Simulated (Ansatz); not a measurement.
The system is Al2O3.

```
Al O
1.0
     4.61378    0.00000    0.00000
     0.00000    9.56328    0.00000
     0.00000    0.00000    3.11986
Al O
4 6
Direct
  0.98298 0.82457 0.00000
  0.01702 0.17543 0.00000
  0.48297 0.67543 0.50000
  0.51702 0.32457 0.50000
  0.50000 0.50000 0.50000
  0.12363 0.75305 0.50000
  0.37637 0.25305 0.00000
  0.62364 0.74695 0.00000
  0.00000 0.00000 0.00000
  0.87636 0.24695 0.50000
```

Measurements of this composition are mostly on another form, of space group No. 167.

Base run:

- Program: Ansatz 0.2.0
- Functional: PBEsol
- Potentials or basis: Ansatz PAW
- Cutoff: 420 eV
- Density cutoff: 1680 eV
- k mesh: 5 × 3 × 7
- Occupations: fermi-dirac, width 0.05 eV
- Spin: no spin polarisation

Its results: band gap on the k mesh 3.43 eV, direct; pressure -2.6 GPa; largest force 0.173 eV/Å.

After a change of settings the same cell gave: band gap on the k mesh 3.64 eV, direct; pressure 1.5 GPa; largest force 0.206 eV/Å. Which change was it?
A. functional from PBEsol to r2SCAN; cutoff from 420 eV to 500 eV; density cutoff from 1680 eV to 2000 eV; k mesh from 5 × 3 × 7 to 6 × 3 × 9
B. functional from PBEsol to BLYP
C. functional from PBEsol to LDA
D. functional from PBEsol to LDA; k mesh from 5 × 3 × 7 to 6 × 3 × 9

B.

BLYP binds less tightly than PBEsol, so the same cell stands under more pressure.

Caveats: the PAW data sets come from PBE, with cores solved anew for the run's functional, which leaves a small shift of forces and pressure; the potentials were made for another functional, which shifts forces and pressure (some runs).

Not every run made on this cell is shown here.
